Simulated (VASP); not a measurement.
# BaTiO3 (Pm-3m) in VASP: a series of runs, part 2 of 2

VASP 6.6.1.

### Step 4. Band structure, r2SCAN

INCAR reads:

```
ALGO = Normal ; EDIFF = 1E-6
ENCUT = 520 ; ISIF = 2
ISMEAR = 0 ; KPAR = 2
LASPH = True ; LCHARG = False
LMAXMIX = 4 ; LMIXTAU = True
LREAL = False ; LWAVE = False
METAGGA = R2SCAN ; NBANDS = 28
NELM = 80 ; PREC = Accurate
SIGMA = 0.02
```

KPOINTS reads:

```
k-points
0
Gamma
  8 8 8
```

POSCAR reads:

```
BaTiO3
1.0
    4.0060000000      0.0000000000      0.0000000000
    0.0000000000      4.0060000000      0.0000000000
    0.0000000000      0.0000000000      4.0060000000
Ba Ti O
1 1 3
Direct
    0.5000000000      0.5000000000      0.5000000000
    0.0000000000      0.0000000000      0.0000000000
    0.0000000000      0.0000000000      0.5000000000
    0.0000000000      0.5000000000      0.0000000000
    0.5000000000      0.0000000000      0.0000000000
```

KPOINTS_OPT reads:

```
path GXMGRX,MR
20
line-mode
reciprocal
 0.0000000000  0.0000000000  0.0000000000  G
 0.0000000000  0.5000000000  0.0000000000  X

 0.0000000000  0.5000000000  0.0000000000  X
 0.5000000000  0.5000000000  0.0000000000  M

 0.5000000000  0.5000000000  0.0000000000  M
 0.0000000000  0.0000000000  0.0000000000  G

 0.0000000000  0.0000000000  0.0000000000  G
 0.5000000000  0.5000000000  0.5000000000  R

 0.5000000000  0.5000000000  0.5000000000  R
 0.0000000000  0.5000000000  0.0000000000  X

 0.5000000000  0.5000000000  0.0000000000  M
 0.5000000000  0.5000000000  0.5000000000  R
```

Run with:

```
$ cat potpaw_PBE.64/Ba_sv/POTCAR potpaw_PBE.64/Ti_sv/POTCAR potpaw_PBE.64/O/POTCAR > POTCAR
$ mpirun -np 2 vasp_std > vasp.out
```

It took 3.1 min on 2 MPI ranks of Intel Xeon Platinum 8559C (Emerald Rapids), shared host; peak memory 0.23 GiB.

Results (log left out):

| Property | Result |
| --- | --- |
| Free energy | -74.2354 eV |
| Pressure | 0.3 GPa |
| Band gap on the k mesh | 2.13 eV, indirect (least direct gap 2.29 eV) |
| Band gap along the path | 2.13 eV, indirect (least direct gap 2.29 eV) |

Levels at the corners of the path, in eV from the valence-band top:
```
point  band 18  band 19  band 20  band 21  band 22  band 23
    Γ    -0.16    -0.16    -0.16     2.13     2.13     2.13
    X    -1.82    -0.75    -0.75     2.28     3.84     3.84
    X    -1.82    -0.75    -0.75     2.28     3.84     3.84
    M    -0.89    -0.89    -0.09     3.84     3.84     4.28
    M    -0.89    -0.89    -0.09     3.84     3.84     4.28
    Γ    -0.16    -0.16    -0.16     2.13     2.13     2.13
    Γ    -0.16    -0.16    -0.16     2.13     2.13     2.13
    R     0.00     0.00     0.00     4.52     4.52     4.52
    R     0.00     0.00     0.00     4.52     4.52     4.52
    X    -1.82    -0.75    -0.75     2.28     3.84     3.84
    M    -0.89    -0.89    -0.09     3.84     3.84     4.28
    R     0.00     0.00     0.00     4.52     4.52     4.52
```

Caveat: the PAW data sets were made with another functional, which shifts forces and pressure a little; spin-orbit coupling is left out, which moves the levels of the heavy elements. r2SCAN opens gaps a little over a GGA but as a rule still falls short of measured ones.

### Step 5. G0W0 quasiparticle levels, PBE

POSCAR is that of step 4.

INCAR.step1 reads:

```
PREC = Accurate ; ENCUT = 500
EDIFF = 1E-8 ; ISMEAR = 0
SIGMA = 0.01 ; LREAL = False
LASPH = True ; NELM = 100
ALGO = Normal ; LWAVE = True
LCHARG = False ; GGA = PE
KPAR = 4
```

INCAR.step2 reads:

```
PREC = Accurate ; ENCUT = 500
EDIFF = 1E-8 ; ISMEAR = 0
SIGMA = 0.01 ; LREAL = False
LASPH = True ; NELM = 1
ALGO = Exact ; LWAVE = True
LCHARG = False ; GGA = PE
NBANDS = 288 ; LOPTICS = True
ISTART = 1 ; KPAR = 4
```

INCAR.step3 reads:

```
PREC = Accurate ; ENCUT = 500
EDIFF = 1E-8 ; ISMEAR = 0
SIGMA = 0.01 ; LREAL = False
LASPH = True ; ALGO = EVGW0
LWAVE = False ; LCHARG = False
GGA = PE ; NELMGW = 1
NBANDS = 288 ; ENCUTGW = 150
NOMEGA = 50 ; PRECFOCK = Fast
ISTART = 1 ; NBANDSGW = 28
KPAR = 4
```

KPOINTS reads:

```
regular mesh
0
Gamma
  4 4 4
```

Potentials or basis: VASP PAW PBE potentials, release 64 (Ba_sv_GW, Ti_sv_GW, O_GW).

Run with:

```
$ cat potpaw_PBE.64/Ba_sv_GW/POTCAR potpaw_PBE.64/Ti_sv_GW/POTCAR potpaw_PBE.64/O_GW/POTCAR > POTCAR
$ cp INCAR.step1 INCAR
$ mpirun -np 4 vasp_std > vasp.out
$ cp INCAR.step2 INCAR
$ mpirun -np 4 vasp_std > vasp.out
$ cp INCAR.step3 INCAR
$ mpirun -np 4 vasp_std > vasp.out
```

OUTCAR:

```text
PREC = Accurate
   ENCUT = 500
   EDIFF = 1E-8
   ISMEAR = 0
   LREAL = False
   LASPH = True
   GGA = PE
   NELMGW = 1
   ENCUTGW = 150
   PRECFOCK = Fast
   ISTART = 1

 ion  position               nearest neighbor table
   1  0.500  0.500  0.500-
   2  0.000  0.000  0.000-   3 2.00   4 2.00   5 2.00   3 2.00   4 2.00   5 2.00
   3  0.000  0.000  0.500-   2 2.00   2 2.00
   4  0.000  0.500  0.000-   2 2.00   2 2.00
   5  0.500  0.000  0.000-   2 2.00   2 2.00

  LATTYP: Found a simple cubic cell.
 ALAT       =     4.0060000000

  Lattice vectors:

 A1 = (   4.0060000000,   0.0000000000,   0.0000000000)
[... 155 lines left out ...]
   ENCUTFOCK=  -1.0 apply spherical cutoff to Coloumb kernel
   IVDW    =     0    specifies the selected vdW correction
   LEPSILON=     F    determine dielectric tensor
   LRPA    =     F    only Hartree local field effects (RPA)
   LRPAFORCE           =     F    calculate RPA forces
   ENCUTGW             = 150.0    cutoff for response function in eV
   ENCUTGWSOFT         = 120.0    soft cutoff for Coulomb kernel in GW response function in eV
   ENCUTLF             =  -1.0    cutoff for local field effects
   NELMGW              =     1    number of iterations in solving QP/BSE equation
   NELMHF              =     1    number of iterations in the inner HF iteration
   NKREDLFX            =     1    NKREDLFY  =   1   NKREDLFZ  =   1
 non-spin polarized calculation
 Gauss-broadening in eV      SIGMA  =   0.01
  energy-cutoff  :      500.00
  volume of cell :       64.29
 maximum number of plane-waves:      1654
 NGX is ok and might be reduce to    30
  NGX = 16; NGY = 16; NGZ = 16
   NGX = 15   NGY = 15   NGZ = 15
 maximum number of plane-waves:       280

 QP shifts <psi_nk| G(iteration)W_0 |psi_nk>: iteration 1
 for sc-GW calculations column KS-energies equals QP-energies in previous step
 and V_xc(KS)=  KS-energies - (<T + V_ion + V_H > + <T+V_H+V_ion>^1  + <V_x>^1)

 k-point   1 :       0.0000    0.0000    0.0000
  band No.  KS-energies  QP-energies   sigma(KS)   V_xc(KS)     V^pw_x(r,r')   Z            occupation Imag(sigma)

      1     -51.2124     -52.1095     -26.5136     -24.9650     -41.6679       0.5793       2.0000       1.8158
      2     -27.4281     -28.1963     -25.3299     -24.1270     -34.5953       0.6386       2.0000       1.0669
      3     -27.4281     -28.1963     -25.3299     -24.1270     -34.5953       0.6386       2.0000       1.0669
      4     -27.4281     -28.1963     -25.3299     -24.1270     -34.5953       0.6386       2.0000       1.0669
      5     -19.2653     -20.4592     -16.8415     -15.1293     -24.5577       0.6972       2.0000       1.6811
      6     -11.4673     -12.6893     -21.0690     -19.2035     -30.6029       0.6551       2.0000       1.4938
[... 308 lines left out ...]
     27      13.0597      14.5179     -21.3373     -23.4963     -14.1885       0.6754       0.0000      -0.8253
     28      13.0597      14.5179     -21.3373     -23.4963     -14.1885       0.6754       0.0000      -0.8253
```

OUTCAR.step1:

```text
PREC = Accurate
   ENCUT = 500
   EDIFF = 1E-8
   ISMEAR = 0
   LREAL = False
[... 486 lines left out ...]
      0.00000      0.00000      0.00000         0.000000      0.000000      0.000000
      0.00000      0.00000      2.00300         0.000000      0.000000      0.000000
      0.00000      2.00300      0.00000         0.000000      0.000000      0.000000
      2.00300      0.00000      0.00000         0.000000      0.000000      0.000000
 -----------------------------------------------------------------------------------
    total drift:                                0.000000     -0.000000      0.000000

  FREE ENERGIE OF THE ION-ELECTRON SYSTEM (eV)
  ---------------------------------------------------
  free  energy   TOTEN  =       -43.8062010584 eV

  energy  without entropy=      -43.8062010584  energy(sigma->0) =      -43.80620106
```

Run time: 5 min. Hardware: 4 MPI ranks of Intel Xeon 6975P-C (Granite Rapids), shared host; peak memory 0.85 GiB.

Results:

```
Band gap on the k mesh, mean-field level : 1.78 eV, indirect (least direct gap 1.90 eV)
Quasiparticle gap                        : 3.37 eV
Least direct quasiparticle gap           : 3.49 eV
```

Caveat: the cutoff is under 1.25 times the usual one of these potentials, so pressure, stress and relaxed cells hold a basis-set (Pulay) error; bands, screening cutoff and mesh are small and nothing is extrapolated, so the quasiparticle values aren't converged; spin-orbit coupling is left out, which moves the levels of the heavy elements.

### Step 6. The reference run

An earlier run on the cell as given: functional PBEsol; potentials or basis VASP PAW PBE potentials, release 64 (Ba_sv, Ti_sv, O); cutoff 520 eV; k mesh 7 × 7 × 7; occupations fermi-dirac, width 0.05 eV; no spin polarisation.

- Pressure: -2.8 GPa
- Band gap on the k mesh: 1.76 eV, indirect (least direct gap 1.84 eV)

### Step 7. Summary

| task | level | potentials or basis | k mesh | cutoff (eV) | smearing | ladder | GW scheme | GW iterations | cutoff of the response function | frequency points | gap on the mesh (eV) | pressure (GPa) |
| --- | --- | --- | --- | --- | --- | --- | --- | --- | --- | --- | --- | --- |
| band structure | LDA | VASP PAW LDA potentials, release 64 (Ba_sv, Ti_sv, O) | 8 × 8 × 8 | 520 | gaussian 0.02 eV | gaps | - | - | - | - | 1.65 | -7.3 |
| band structure | PBE | VASP PAW PBE potentials, release 64 (Ba_sv, Ti_sv, O) | 8 × 8 × 8 | 520 | gaussian 0.02 eV | gaps | - | - | - | - | 1.74 | 3.4 |
| band structure | r2SCAN | VASP PAW PBE potentials, release 64 (Ba_sv, Ti_sv, O) | 8 × 8 × 8 | 520 | gaussian 0.02 eV | gaps | - | - | - | - | 2.13 | 0.3 |
| G0W0 quasiparticle levels | PBE | VASP PAW PBE potentials, release 64 (Ba_sv_GW, Ti_sv_GW, O_GW) | 4 × 4 × 4 | 500 | gaussian 0.01 eV | free | G0W0 | 1 | 150 | 50 | - | - |
| single point | PBEsol | VASP PAW PBE potentials, release 64 (Ba_sv, Ti_sv, O) | 7 × 7 × 7 | 520 | fermi-dirac 0.05 eV | free | - | - | - | - | 1.76 | -2.8 |

Alike in all rows: no spin polarisation; cell as given.

Caveats: spin-orbit coupling is left out, which moves the levels of the heavy elements; the PAW data sets were made with another functional, which shifts forces and pressure a little (some runs); the cutoff is under 1.25 times the usual one of these potentials, so pressure, stress and relaxed cells hold a basis-set (Pulay) error (some runs); bands, screening cutoff and mesh are small and nothing is extrapolated, so the quasiparticle values aren't converged (some runs); an odd mesh through Γ misses points on the zone boundary, where band edges often lie (some runs).

Absolute energies hang on the potentials; compare differences alone.
